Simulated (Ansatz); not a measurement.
LiCl, space group Fm-3m, a convergence test of the plane-wave cutoff

Program: Ansatz's Python interface.

Interactive session:
```pycon
>>> import csv
>>> import ansatz as az
>>> MESH = (8, 8, 8)
>>> crystal = (
...     az.Lattice.fcc(5.12954)
...     .space_group(225)
...     .atom("Li", (0.0, 0.0, 0.0))
...     .atom("Cl", (0.5, 0.0, 0.0))
...     .primitive()
... )
>>> job = (
...     crystal.calculation()
...     .functional(az.Functional.PBESOL)
...     .occupations(az.OccupationsMethod.FIXED)
...     .kpoints(*MESH, center="gamma")
... )
>>> rows = []
>>> for value in [300, 400, 500, 600, 700]:
...     data = job.basis(value).run(threads=1).report
...     rows.append((value, data["free_energy_ev"] / len(data["lattice"]["sites"]), data["n_iterations"], data["n_pw"]))
...
DeckWarning: basis.ecutwfc = 300 eV is below the records' recommended 420 eV, and the density's cutoff is lower with it unless basis.ecutrho_ratio is high enough to keep the records' density cutoff: compare with a run at a higher cutoff
DeckWarning: basis.ecutwfc = 400 eV is below the records' recommended 420 eV, and the density's cutoff is lower with it unless basis.ecutrho_ratio is high enough to keep the records' density cutoff: compare with a run at a higher cutoff
>>> with open("ecut.csv", "w", newline="") as handle:
...     writer = csv.writer(handle)
...     writer.writerow(["cutoff (eV)", "F/atom (eV)", "iterations", "plane waves"])
...     writer.writerows([round(v, 5) if isinstance(v, float) else v for v in row] for row in rows)
...
48
>>> # differences from the last row
>>> for row in rows[:-1]:
...     shift = 1000 * (row[1] - rows[-1][1])
...     print(f"{row[0]}: {shift:+.2f} meV/atom" + ("  (within 2 meV)" if abs(shift) < 2 else ""))
...
300: +6.57 meV/atom
400: +0.25 meV/atom  (within 2 meV)
500: +0.13 meV/atom  (within 2 meV)
600: +0.04 meV/atom  (within 2 meV)
```

It writes `ecut.csv`:
```csv
cutoff (eV),F/atom (eV),iterations,plane waves
300,-633.73179,6,411
400,-633.73812,6,609
500,-633.73824,6,869
600,-633.73832,6,1139
700,-633.73836,6,1411
```

From 400 eV on it stays within 2 meV an atom of the value at 700 eV; the first row (300 eV) is off by 6.6 meV and the last but one by 0.04 meV. The energy falls steadily, as expected when plane waves are added.

Caveats:
- Of the deposited cell: the entry's cell lengths or inner coordinates differ somewhat from later room-temperature determinations.
- The starting cell is as deposited in a crystallographic database; the results hold for this polymorph, which needn't be the stable one.
- Warnings are shown shortened and without file and line.
- Shifts are counted from the last row, which is itself no proven limit.
- Hardware and time: 3.2 s on 1 thread of Arm Neoverse V2, on a shared host, peak memory 0.34 GiB.
